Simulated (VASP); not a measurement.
**Pt: single point with r2SCAN**

The system is Pt, a slab with vacuum.

```xyz
4
Lattice="2.7861 0.0000 0.0000 -1.3931 2.4129 0.0000 0.0000 0.0000 23.8246" Properties=species:S:1:pos:R:3 pbc="T T T"
Pt    1.3931    0.8043    8.5000
Pt    0.0000    1.6086   10.7749
Pt    0.0000    0.0000   13.0232
Pt    1.3931    0.8043   15.3070
```

The slab is cut from a database's or a generator's crystal, which needn't be the stable form of the element.

The cell isn't the ideal one: clean slab, lower half held.

- Program: VASP 6.6.1
- Task: single point
- Functional: r2SCAN
- Potentials or basis: VASP PAW PBE potentials, release 64 (Pt)
- Cutoff: 520 eV
- k mesh: 12 × 12 × 1
- Occupations: gaussian, width 0.1 eV
- Spin: no spin polarisation

```yaml
Largest_force: 0.082 eV/Å
Band_gap_on_the_k_mesh: none (metal or under the smearing width)
```

Forces in eV/Å, atoms in the order of the input:
```
Pt   0.000  0.000 -0.082
Pt   0.000  0.000  0.047
Pt   0.000  0.000  0.012
Pt   0.000  0.000  0.023
```

Levels at points of the mesh, in eV from the Fermi level:
| k point | band 18 | band 19 | band 20 | band 21 | band 22 | band 23 |
| --- | --- | --- | --- | --- | --- | --- |
| (0.00, 0.00, 0.00) | -1.29 | -1.29 | -0.52 | -0.52 | -0.28 | -0.02 |
| (0.50, 0.00, 0.00) | 0.28 | 0.58 | 0.62 | 1.12 | 2.57 | 2.93 |

It took 4.4 min on 1 thread of Intel(R) Xeon(R) 6975P-C (Granite Rapids), with other jobs on the host, peak memory 0.36 GiB.

Caveat: the PAW data sets were made with another functional, which shifts forces and pressure a little. The run has no spin-orbit coupling, so splittings on Pt are missing.
